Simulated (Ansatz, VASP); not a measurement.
# Br: VASP beside Ansatz

POSCAR

```
Br
1.0
    4.5144064489      0.0000000000      0.0000000000
    0.0000000000      4.5144064489      0.0000000000
    0.0000000000      0.0000000000      4.5144064489
Br
3
Direct
    0.5000000000      0.0000000000      0.0000000000
    0.0000000000      0.5000000000      0.0000000000
    0.0000000000      0.0000000000      0.5000000000
```

INCAR.step1

```
PREC = Accurate ; ENCUT = 520
ISMEAR = 0 ; SIGMA = 0.15
LREAL = F ; LASPH = T
NELM = 100 ; NBANDS = 18
GGA = PE ; ALGO = Normal
EDIFF = 1E-4 ; LWAVE = T
LCHARG = F
```

Contents of INCAR.step2:

```
PREC = Accurate ; ENCUT = 520
EDIFF = 1E-6 ; ISMEAR = 0
SIGMA = 0.15 ; LREAL = F
LASPH = T ; NELM = 100
ALGO = Normal ; ISIF = 2
LWAVE = F ; LCHARG = F
METAGGA = R2SCAN ; LMIXTAU = T
NBANDS = 18 ; ISTART = 1
```

File KPOINTS:

```
regular mesh
0
Gamma
  5 5 5
```

Input for Ansatz:

```yaml
crystal:
  lattice:
    - [4.514406448947621, 0.0, 0.0]
    - [0.0, 4.514406448947621, 0.0]
    - [0.0, 0.0, 4.514406448947621]
  atoms:
    - { symbol: Br, position: [0.5, 0.0, 0.0] }
    - { symbol: Br, position: [0.0, 0.5, 0.0] }
    - { symbol: Br, position: [0.0, 0.0, 0.5] }
kpoints:
  mp_grid:
    grid: [5, 5, 5]
hamiltonian:
  xc: r2scan
  pseudopotentials:
    kind: nc
scf:
  algorithm: direct_min
  n_extra_bands: 4
  convergence:
    dr2_threshold: 1.0e-09
  mixing:
    algorithm: broyden
    beta: 0.7
  occupations:
    method: gaussian
    width: 0.15
output:
  stress: true
```

Alike in both runs: task single point; functional r2SCAN; k mesh 5 × 5 × 5; occupations gaussian, width 0.15 eV; no spin polarisation.

|  | VASP | Ansatz |
| --- | --- | --- |
| version | VASP 6.6.1 | Ansatz 0.2.0 |
| potentials or method | VASP PAW PBE potentials, release 64 (Br) | plane waves, norm-conserving potentials |
| plane-wave cutoff (eV) | 520 | 600 |
| valence electrons in the cell | 21 | 21 |

|  | VASP | Ansatz | Ansatz less VASP |
| --- | --- | --- | --- |
| gap on the k mesh at the Fermi level (eV) | none | none | - |
| pressure (GPa) | 0.4 | 0.4 | +0.04 |

A gap of «none» marks a metal or a gap that the smearing closes. Ansatz warned: «stress_scf_threshold_loose».

Caveats: the PAW data sets were made with another functional, which shifts forces and pressure a little (VASP); an odd number of electrons without spin polarisation forces a metal; a magnetic or distorted state may lie lower.
